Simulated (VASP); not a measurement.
# KTaO3: phonons with PBEsol

Crystal: KTaO3.

```
K Ta O
1.0
     3.98907    0.00000    0.00000
     0.00000    3.98907    0.00000
     0.00000    0.00000    3.98907
K Ta O
1 1 3
Direct
  0.50000 0.50000 0.50000
  0.00000 0.00000 0.00000
  0.50000 0.00000 0.00000
  0.00000 0.50000 0.00000
  0.00000 0.00000 0.50000
```

```json
{"Program": "VASP 6.6.1", "Task": "phonons", "Functional": "PBEsol", "Potentials or basis": "VASP PAW PBE potentials, release 64 (K_sv, Ta_pv, O)", "Cutoff": "600 eV", "k mesh": "8 × 8 × 8", "Occupations": "gaussian, width 0.03 eV", "Spin": "no spin polarisation", "By perturbation theory": "no", "Further INCAR settings": "ALGO = Normal; EDIFF = 1e-08; IBRION = 6; POTIM = 0.015; NSW = 1"}
```

```yaml
Highest_phonon_frequency_at_Γ_LO-TO_splitting_left_out: 534 cm⁻¹
```

Phonon frequencies in cm⁻¹ (negative: imaginary):
```csv
q point,frequencies
"(0.000, 0.000, 0.000)",0 0 0 88 88 88 182 182 182 257 257 257 534 534 534
```

Wall time 2.3 min on 2 MPI ranks on Intel(R) Xeon(R) 6975P-C (Granite Rapids), with other jobs on the host, peak memory 0.45 GiB a rank.

 Spin-orbit coupling is left out, which matters for the levels of Ta.
